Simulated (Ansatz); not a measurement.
## Structure types of AlNi compared at 0.0033 GPa

Structure types of AlNi are relaxed in primitive cells with their symmetry kept at 0.0033 GPa, on PAW files; LAPW relaxes the small cells further and takes the PAW cell for the others (marked *). The enthalpy is E + pV at zero temperature, without zero-point motion. Only the types listed were tried, and differences under about 5 meV/atom are mesh noise. The real phase may be another.

Level of theory: DFT with PBE, scalar-relativistic, in Ansatz 0.2.0; Fermi–Dirac smearing of 0.08 eV, no spin polarisation. LAPW: all electrons, basis error target 0.5 meV/atom; PAW: frozen-core files, cutoff 420 eV.

k meshes: rocksalt 14×14×14, CsCl 14×14×14, WC 14×14×12, NiAs 10×10×6, zincblende 12×12×12.

Spin polarisation is left out, though a magnetic state may lie lower.

Question: Which type is lowest in enthalpy, and by how much?

Answer: CsCl, 186 meV/atom below distorted WC. The whole table:

```json
{"start type": "rocksalt", "ends as": "rocksalt, Fm-3m", "a, b, c (Å)": "4.859, 4.859, 4.859", "V (Å³/atom)": "14.34", "H − H(lowest), LAPW (meV/atom)": "626.3", "same, PAW": "625.6"}
{"start type": "CsCl", "ends as": "CsCl, Pm-3m", "a, b, c (Å)": "2.893, 2.893, 2.893", "V (Å³/atom)": "12.11", "H − H(lowest), LAPW (meV/atom)": "0.0", "same, PAW": "0.0"}
{"start type": "WC", "ends as": "distorted WC, P-6m2", "a, b, c (Å)": "2.757, 2.757, 3.822", "V (Å³/atom)": "12.58", "H − H(lowest), LAPW (meV/atom)": "186.1", "same, PAW": "186.8"}
{"start type": "NiAs*", "ends as": "NiAs, P6_3/mmc", "a, b, c (Å)": "3.608, 3.608, 5.042", "V (Å³/atom)": "14.21", "H − H(lowest), LAPW (meV/atom)": "328.8", "same, PAW": "328.4"}
{"start type": "zincblende", "ends as": "zincblende, F-43m", "a, b, c (Å)": "5.359, 5.359, 5.359", "V (Å³/atom)": "19.24", "H − H(lowest), LAPW (meV/atom)": "1137.0", "same, PAW": "1136.0"}
```
